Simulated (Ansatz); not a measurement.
Crystal: Ti.

```
Ti
1.0
    -1.64100    1.64100    1.64100
     1.64100   -1.64100    1.64100
     1.64100    1.64100   -1.64100
Ti
1
Direct
  0.00000 0.00000 0.00000
```

This isn't the form of Ti at room conditions, which is hcp.

Base run:

```yaml
Program: Ansatz 0.2.0
Functional: r2SCAN
Potentials_or_basis: Ansatz PAW
Cutoff: "500 eV (not typed: the program's choice for these potentials)"
k_mesh: 11 × 11 × 11
Occupations: fermi-dirac, width 0.05 eV
Spin: no spin polarisation
```

Its results: band gap on the k mesh none (metal or under the smearing width); pressure -2.8 GPa.

Task: After a change of settings the same cell gave: band gap on the k mesh none (metal or under the smearing width); pressure -0.3 GPa. Which change was it?
A. functional from r2SCAN to RPBE; cutoff from 500 eV (not typed: the program's choice for these potentials) to 420 eV (not typed: the program's choice for these potentials)
B. functional from r2SCAN to PBE0; cutoff from 500 eV (not typed: the program's choice for these potentials) to 420 eV (not typed: the program's choice for these potentials); k mesh from 11 × 11 × 11 to 6 × 6 × 6
C. functional from r2SCAN to BLYP; cutoff from 500 eV (not typed: the program's choice for these potentials) to 420 eV (not typed: the program's choice for these potentials)
D. functional from r2SCAN to HSE06; cutoff from 500 eV (not typed: the program's choice for these potentials) to 420 eV (not typed: the program's choice for these potentials); k mesh from 11 × 11 × 11 to 6 × 6 × 6

Result: C.

Caveats: the PAW data sets come from PBE, with cores solved anew for the run's functional, which leaves a small shift of forces and pressure.

Runs at the PBE level aren't shown here.
